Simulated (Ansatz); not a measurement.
# HgTe: checking a database structure before trusting its electric field gradients

The cell is an entry of the Crystallography Open Database (COD).

```
Hg Te
1.0
     0.00000    2.92150    2.92150
     2.92150    0.00000    2.92150
     2.92150    2.92150    0.00000
Hg Te
1 1
Direct
  0.00000 0.00000 0.00000
  0.50000 0.50000 0.50000
```

Atoms are numbered from 1 in the order listed; like atoms form one site, named after its first atom.

Level of theory: DFT, PBE, plane waves and PAW, scalar-relativistic, 420 eV cutoff, Γ-centred 13×13×13 k-points, Fermi–Dirac smearing 0.02 eV (Ansatz 0.2.0).

(1) Do the atoms and the cell lie near the calculated equilibrium?

Answers

(1) Not quite. The forces vanish, and the pressure is 10.4 GPa.
